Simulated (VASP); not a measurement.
Here is a VASP 6.6.1 calculation.

INCAR

```
  AGGAC = 0.0
  ALGO = Fast
  EDIFF = 1E-7
  EDIFFG = -0.005
  ENCUT = 600
  GGA = MK
  IBRION = 2
  ISIF = 3
  ISMEAR = -1
  LASPH = True
  LCHARG = False
  LREAL = False
  LUSE_VDW = True
  LWAVE = False
  NELM = 80
  NSW = 40
  PARAM1 = 0.1234
  PARAM2 = 0.711357
  PREC = Accurate
  SIGMA = 0.05
  ZAB_VDW = -1.8867
```

Contents of KPOINTS:

```
k-points
0
Gamma
  11 11 6
```

Contents of POSCAR:

```
Os
1.0
    2.7341000000      0.0000000000      0.0000000000
   -1.3670500000      2.3678000565      0.0000000000
    0.0000000000      0.0000000000      4.3197000000
Os
2
Direct
    0.6666666667      0.3333333333      0.7500000000
    0.3333333333      0.6666666667      0.2500000000
```

Potentials or basis: VASP PAW PBE potentials, release 64 (Os).

The run is started by

```sh
$ cat potpaw_PBE.64/Os/POTCAR > POTCAR
$ mpirun -np 1 vasp_std > vasp.out
```

Question: Estimate the relaxed cell.

Answer: a = 2.747 Å, b = 2.747 Å, c = 4.339 Å, α = 90.00°, β = 90.00°, γ = 120.00°.

Question: Estimate the band gap on the k mesh.

Answer: None (metal or under the smearing width).

Final structure:
```xyz
2
Lattice="2.7472 0.0000 0.0000 -1.3736 2.3791 0.0000 0.0000 0.0000 4.3392" Properties=species:S:1:pos:R:3 pbc="T T T"
Os    1.3736    0.7930    3.2544
Os    0.0000    1.5861    1.0848
```

 Spin-orbit coupling is left out, which matters for the levels of Os.
